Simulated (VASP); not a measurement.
# KF (Carobbiite) (Fm-3m) in VASP: further runs, part 2 of 2

VASP 6.6.1. The steps go on from the part before.

### Step 4. Single point, PBEsol

This run uses another cell than the first one, of 19.07 Å³/atom, 1.020 times its volume.

Contents of INCAR:

```
  PREC = Accurate
  ENCUT = 520
  EDIFF = 1E-7
  ISMEAR = 0
  SIGMA = 0.1
  LREAL = False
  LASPH = True
  NELM = 100
  ALGO = Normal
  ISIF = 2
  LWAVE = False
  LCHARG = False
  GGA = PS
  NBANDS = 15
```

Contents of KPOINTS:

```
regular mesh
0
Gamma
  6 6 6
```

Contents of POSCAR:

```
KF
1.0
    0.0000000000      2.6718500000      2.6718500000
    2.6718500000      0.0000000000      2.6718500000
    2.6718500000      2.6718500000      0.0000000000
K F
1 1
Direct
    0.0000000000      0.0000000000      0.0000000000
    0.5000000000      0.5000000000      0.5000000000
```

Potentials or basis: VASP PAW PBE potentials, release 64 (K_sv, F).

Launch:

```console
$ cat potpaw_PBE.64/K_sv/POTCAR potpaw_PBE.64/F/POTCAR > POTCAR
$ mpirun -np 1 vasp_std > vasp.out
```

OUTCAR:

```text
PREC = Accurate
   ENCUT = 520
   EDIFF = 1E-7
   ISMEAR = 0
   LREAL = False
   LASPH = True
   NELM = 100
   ISIF = 2
   GGA = PS

 ion  position               nearest neighbor table
   1  0.000  0.000  0.000-   2 2.67   2 2.67   2 2.67   2 2.67   2 2.67   2 2.67
   2  0.500  0.500  0.500-   1 2.67   1 2.67   1 2.67   1 2.67   1 2.67   1 2.67

  LATTYP: Found a face centered cubic cell.
 ALAT       =     5.3437000000

  Lattice vectors:

 A1 = (   0.0000000000,   2.6718500000,   2.6718500000)
 A2 = (   2.6718500000,   0.0000000000,   2.6718500000)
 A3 = (   2.6718500000,   2.6718500000,   0.0000000000)

Analysis of symmetry for initial positions (statically):
=====================================================================
 Subroutine PRICEL returns:
 Original cell was already a primitive cell.

 Routine SETGRP: Setting up the symmetry group for a
 face centered cubic supercell.

 Subroutine GETGRP returns: Found 48 space group operations
 (whereof 48 operations were pure point group operations)
 out of a pool of 48 trial point group operations.

The static configuration has the point symmetry O_h .

Analysis of symmetry for dynamics (positions and initial velocities):
=====================================================================
 Subroutine PRICEL returns:
 Original cell was already a primitive cell.

 Routine SETGRP: Setting up the symmetry group for a
 face centered cubic supercell.

 Subroutine GETGRP returns: Found 48 space group operations
 (whereof 48 operations were pure point group operations)
 out of a pool of 48 trial point group operations.

The dynamic configuration has the point symmetry O_h .

 Subroutine INISYM returns: Found 48 space group operations
 (whereof 48 operations are pure point group operations),
 and found     1 'primitive' translations

----------------------------------------------------------------------------------------

                                     Primitive cell

  volume of cell :      38.1475

  direct lattice vectors                    reciprocal lattice vectors
[... 111 lines left out ...]
  energy-cutoff  :      520.00
  volume of cell :       38.15
 maximum number of plane-waves:      1034
   NGX = 13   NGY = 13   NGZ = 13

 number of electron      16.0000002 magnetization

 Free energy of the ion-electron system (eV)
  ---------------------------------------------------
  ext. energy  EPLUGINS =         0.00000000
  ---------------------------------------------------
  free energy    TOTEN  =        -8.51950985 eV

  energy without entropy =       -8.51950985  energy(sigma->0) =       -8.51950985

 E-fermi :  -2.4088     XC(G=0):  -8.6086

 val. band max:       -2.9077042591   @ k =   0.0000   0.0000   0.0000
 cond. band min:       3.1225062137   @ k =   0.0000   0.0000   0.0000
 fundamental gap:      6.0302104728
 Fermi energy:        -2.4088431809

 k-point     1 :       0.0000    0.0000    0.0000
  band No.  band energies     occupation
      1     -28.8722      2.00000
      2     -21.4354      2.00000
      3     -12.1837      2.00000
      4     -12.1837      2.00000
      5     -12.1837      2.00000
      6      -2.9077      2.00000
      7      -2.9077      2.00000
      8      -2.9077      2.00000
      9       3.1225      0.00000
     10       7.7275      0.00000
     11       7.7275      0.00000
     12       7.7275      0.00000
     13       9.4013      0.00000
     14       9.4013      0.00000
[... 257 lines left out ...]
      2     -21.4731      2.00000
      3     -12.6716      2.00000
      4     -12.4925      2.00000
      5     -12.3053      2.00000
      6      -3.2335      2.00000
      7      -3.1036      2.00000
      8      -3.0279      2.00000
      9       5.9369      0.00000
     10       7.6085      0.00000
     11       7.9750      0.00000
     12      10.5886      0.00000
     13      11.3705      0.00000
     14      12.0761      0.00000
     15      12.3903      0.00000

------------------------ aborting loop because EDIFF is reached ----------------------------------------

  FORCE on cell =-STRESS in cart. coord.  units (eV):
  Direction    XX          YY          ZZ          XY          YZ          ZX
  --------------------------------------------------------------------------------------
  -------------------------------------------------------------------------------------
  Total       -0.1488514     -0.1488514     -0.1488514      0.0000000      0.0000000      0.0000000
  in kB       -6.2516893     -6.2516893     -6.2516893      0.0000000      0.0000000      0.0000000
  external PRESSURE =      -6.2516893 kB  Pullay stress =       0.0000000 kB

 VOLUME and BASIS-vectors are now :
 -----------------------------------------------------------------------------
  energy-cutoff  :      520.00
  volume of cell :       38.15
      direct lattice vectors                 reciprocal lattice vectors
     0.000000000  2.671850000  2.671850000    -0.187136254  0.187136254  0.187136254
     2.671850000  0.000000000  2.671850000     0.187136254 -0.187136254  0.187136254
     2.671850000  2.671850000  0.000000000     0.187136254  0.187136254 -0.187136254

 POSITION                                       TOTAL-FORCE (eV/Angst)
 -----------------------------------------------------------------------------------
      0.00000      0.00000      0.00000         0.000000      0.000000      0.000000
      2.67185      2.67185      2.67185        -0.000000     -0.000000     -0.000000
 -----------------------------------------------------------------------------------
    total drift:                                0.000000      0.000000      0.000000

  FREE ENERGIE OF THE ION-ELECTRON SYSTEM (eV)
  ---------------------------------------------------
  free  energy   TOTEN  =        -8.5195098532 eV

  energy  without entropy=       -8.5195098532  energy(sigma->0) =       -8.51950985
```

Run time: 6.8 s. Hardware: 1 thread of Intel Xeon Platinum 8559C (Emerald Rapids), shared host; peak memory 0.15 GiB.

What came out:

```yaml
Free_energy: -8.5195 eV
Pressure: -0.6 GPa
Band_gap_on_the_k_mesh: 6.03 eV, direct
```

Levels at points of the mesh, in eV from the valence-band top:
| k point | band 5 | band 6 | band 7 | band 8 | band 9 | band 10 | band 11 | band 12 |
| --- | --- | --- | --- | --- | --- | --- | --- | --- |
| (0.00, 0.00, 0.00) | -9.28 | 0.00 | 0.00 | 0.00 | 6.03 | 10.64 | 10.64 | 10.64 |
| (0.50, 0.00, 0.00) | -9.31 | -0.81 | -0.35 | -0.35 | 8.97 | 10.46 | 12.05 | 12.05 |
| (0.50, 0.50, 0.00) | -9.49 | -0.21 | -0.06 | -0.06 | 8.10 | 10.23 | 11.66 | 13.60 |

Caveat: the PAW data sets were made with another functional, which shifts forces and pressure a little. Expect the measured gap to be larger: semilocal functionals such as PBEsol lack the derivative discontinuity.

### Step 5. Overview

```csv
task,cell,k mesh,cutoff (eV),smearing,gap on the mesh (eV),pressure (GPa)
single point,"Fm-3m, 18.7 Å³/atom",8 × 8 × 8,520,gaussian 0.02 eV,6.13,0.0
relaxation of cell and atoms,relaxed,8 × 8 × 8,600,gaussian 0.02 eV,6.13,0.0
single point,"Fm-3m, 19.07 Å³/atom",6 × 6 × 6,520,gaussian 0.1 eV,6.03,-0.6
```

Alike in all rows: level PBEsol; potentials or basis VASP PAW PBE potentials, release 64 (K_sv, F); no spin polarisation.

Caveats: the PAW data sets were made with another functional, which shifts forces and pressure a little.

Absolute energies hang on the potentials; compare differences alone.
